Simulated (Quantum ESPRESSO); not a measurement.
**Cs: single point with PBE**

Crystal: Cs.

```
Cs
1.0
    -3.37969    3.63637    3.77954
     2.77059   -2.85820    2.39226
     3.03887    2.51737   -3.00136
Cs
1
Direct
  0.00000 0.00000 0.00000
```

This isn't the form of Cs at room conditions, which is bcc.

```json
{"Program": "Quantum ESPRESSO 7.5", "Task": "single point", "Functional": "PBE", "Potentials or basis": "SSSP 1.3 efficiency PBE", "Cutoff": "748 eV", "Density cutoff": "5987 eV", "k mesh": "6 × 7 × 7", "Occupations": "fermi-dirac, width 0.05 eV", "Spin": "no spin polarisation"}
```

```json
{
 "Pressure": "0.3 GPa",
 "Band gap on the k mesh": "none (metal or under the smearing width)"
}
```

Stress tensor (GPa, compression positive):
```
-0.18 -0.22 -0.11
-0.22  0.73 -0.07
-0.11 -0.07  0.31
```

Levels at points of the mesh, in eV from the Fermi level:
| k point | band 2 | band 3 | band 4 | band 5 | band 6 | band 7 | band 8 | band 9 |
| --- | --- | --- | --- | --- | --- | --- | --- | --- |
| (0.00, 0.00, 0.00) | -10.67 | -10.64 | -10.59 | -1.76 | 1.70 | 1.87 | 3.36 | 3.89 |
| (-0.50, 0.00, 0.00) | -10.80 | -10.65 | -10.59 | -0.32 | 0.44 | 1.68 | 3.58 | 4.06 |

Run time: 66 s on 1 thread of AMD EPYC 9R14 (Zen 4), with other jobs on the host, peak memory 0.54 GiB.

The run has no spin-orbit coupling, so splittings on Cs are missing.
